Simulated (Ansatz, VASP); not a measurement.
**Two plane-wave programs on MgO2**

The input POSCAR:

```
MgO2
1.0
    1.6047610160      0.9265092046      3.4939788749
   -1.6047610160      0.9265092046      3.4939788749
    0.0000000000     -1.8530184092      3.4939788749
Mg O
1 2
Direct
    0.0000000000      0.0000000000      0.0000000000
    0.4287860000      0.4287860000      0.4287860000
    0.5712140000      0.5712140000      0.5712140000
```

The input INCAR.step1:

```
PREC = Accurate ; ENCUT = 520
ISMEAR = 0 ; SIGMA = 0.1
LREAL = False ; LASPH = True
NELM = 80 ; NBANDS = 14
GGA = PE ; ALGO = Normal
EDIFF = 1E-4 ; LWAVE = True
LCHARG = False
```

INCAR.step2

```
PREC = Accurate ; ENCUT = 520
EDIFF = 1E-6 ; ISMEAR = 0
SIGMA = 0.1 ; LREAL = False
LASPH = True ; NELM = 80
ALGO = Normal ; ISIF = 2
LWAVE = False ; LCHARG = False
METAGGA = R2SCAN ; LMIXTAU = True
NBANDS = 14 ; ISTART = 1
```

The input KPOINTS:

```
Automatic mesh
0
Gamma
  6 6 6
```

Input for Ansatz:

```yaml
crystal:
  lattice:
    - [1.604761016, 0.9265092046, 3.4939788749]
    - [-1.604761016, 0.9265092046, 3.4939788749]
    - [0.0, -1.8530184092, 3.4939788749]
  atoms:
    - { symbol: Mg, position: [0.0, 0.0, 0.0] }
    - { symbol: O, position: [0.428786, 0.428786, 0.428786] }
    - { symbol: O, position: [0.571214, 0.571214, 0.571214] }
basis:
  ecutwfc: 500
kpoints:
  mp_grid: { grid: [6, 6, 6] }
hamiltonian:
  xc: r2scan
scf:
  occupations: { method: gaussian, width: 0.1 }
output:
  forces: true
  stress: true
  eigenvalues: true
```

The cell comes from a database or a generator and needn't be the stable form of this composition.

Alike in both runs: task single point; functional r2SCAN; k mesh 6 × 6 × 6; occupations gaussian, width 0.1 eV; no spin polarisation.

|  | VASP | Ansatz |
| --- | --- | --- |
| version | VASP 6.6.1 | Ansatz 0.2.0 |
| potentials or method | VASP PAW PBE potentials, release 64 (Mg, O) | scalar-relativistic, plane waves, PAW |
| plane-wave cutoff (eV) | 520 | 500 |
| valence electrons in the cell | 14 | 22 |

|  | VASP | Ansatz | Ansatz less VASP |
| --- | --- | --- | --- |
| gap on the k mesh at the Fermi level (eV) | 2.92 | 2.95 | +0.031 |
| least direct gap on the mesh (eV) | 2.92 | 2.95 | +0.031 |
| pressure (GPa) | -5.8 | -5.4 | +0.35 |
| largest component of the traceless stress (GPa) | 0.32 | 1.14 | +0.816 |
| rms of the force components (eV/Å) | 0.023 | 0.102 | +0.0784 |

Atom by atom the forces differ by 0.125 eV/Å (rms over components). The two sets of potentials don't hold the same shells in valence.

Caveats: the PAW data sets were made with another functional, which shifts forces and pressure a little (VASP). r2SCAN opens gaps a little over a GGA but as a rule still falls short of measured ones. A k mesh can miss the band edges.
